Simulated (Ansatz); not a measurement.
# Au: the cost of one run

Method: DFT PBE, scalar-relativistic, plane waves, PAW, in Ansatz 0.2.0.

The COD cell was measured well above room temperature, so it is larger than a cold one.

## Step 1: The structure to begin with

Symmetry: Fm-3m, No. 225, cubic system. The conventional cell has a = 4.091 Å, b = 4.091 Å, c = 4.091 Å, α = 90.00°, β = 90.00°, γ = 90.00°. Around Au (site symmetry m-3m) lie 12 Au at 2.89 Å.

As a file:

```
Au
1.0
     0.00000    2.04550    2.04550
     2.04550    0.00000    2.04550
     2.04550    2.04550    0.00000
Au
1
Direct
  0.00000 0.00000 0.00000
```

The cell is taken as given, not relaxed at this level.

## Step 2: The reference cell

Reference values: F = -13149.3101 eV; pressure 7.87 GPa; largest force 0.000 eV/Å; gap on the mesh none (metal). It was computed beforehand with the settings of the runs below.

## Step 3: Next: a tetragonal deformation path

At fixed volume and fractional coordinates, lengths along (0.000, 0.000, 1.000) are scaled against those across it; ρ is that ratio over its starting value.

## Step 4: Point ρ = 0.707

Contents of input.yaml:

```yaml
crystal:
  lattice:
    - [0.0, 2.2961117053, 1.6233509757]
    - [2.2961117053, 0.0, 1.6233509757]
    - [2.2961117053, 2.2961117053, 0.0]
  atoms:
    - { symbol: Au, position: [0.0, 0.0, 0.0] }
basis:
  ecutwfc: 420
kpoints:
  mp_grid: { grid: [22, 22, 22] }
hamiltonian:
  xc: pbe
scf:
  occupations: { method: gaussian, width: 0.15 }
output:
  forces: true
  stress: true
  eigenvalues: true
```

The run is started by

```
$ ansatz run input.yaml --threads 1 --pin off --max-ram 2560MiB --backend cpu --events-out ev --progress --plain --runs-dir out
```

What time and memory should one allow on 1 thread of Intel Xeon 6975P-C (Granite Rapids), shared host?

About 4.7 s, with a peak of 0.51 GiB.
